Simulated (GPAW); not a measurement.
## Pb in GPAW: convergence with k mesh

Crystal: Pb.

```
Pb
1.0
     3.48000    0.00000    0.00000
    -1.74000    3.01377    0.00000
     0.00000    0.00000    5.59000
Pb
2
Direct
  0.66667 0.33333 0.75000
  0.33333 0.66667 0.25000
```

This isn't the form of Pb at room conditions, which is fcc.

| Quantity | Value |
| --- | --- |
| Program | GPAW 26.7.0 |
| Task | convergence study |
| Functional | PBE |
| Potentials or basis | GPAW PAW data sets (gpaw-data 1.2.1) |
| Cutoff | 600 eV |
| Basis | pw |
| k mesh | 2 × 2 × 1 |
| Occupations | fermi-dirac, width 0.05 eV |
| Spin | no spin polarisation |

These are the settings of the first run; the series varies k mesh, with any setting tied to it.

Hardware: 1 thread of Arm Neoverse V1, on a shared host.

```tsv
k mesh	energy less the tightest run, at zero smearing (meV/atom)	pressure (GPa)	SCF cycles	CPU time (s)	peak memory (GiB)
2 × 2 × 1	-323.08	6.09	10	3.3	0.14
3 × 3 × 2	-235.74	1.57	9	5.3	0.14
4 × 4 × 2	128.82	1.78	9	6.3	0.15
5 × 5 × 3	-12.08	4.31	9	8.5	0.15
6 × 6 × 3	-10.65	3.82	9	11	0.15
7 × 7 × 4	-7.46	3.52	8	15	0.16
8 × 8 × 5	2.11	3.96	9	23	0.18
10 × 10 × 5	13.94	4.17	9	32	0.2
12 × 12 × 7	0.00	3.66	8	54	0.26
```

Not settled before the last step: the energy (to 1 meV/atom), the pressure (to 0.1 GPa). Meshes of other sizes hit other points, so gaps and Fermi surfaces needn't settle smoothly. The tightest run that finished is the yardstick and may itself not be fully converged.

The run has no spin-orbit coupling, so splittings on Pb are missing.
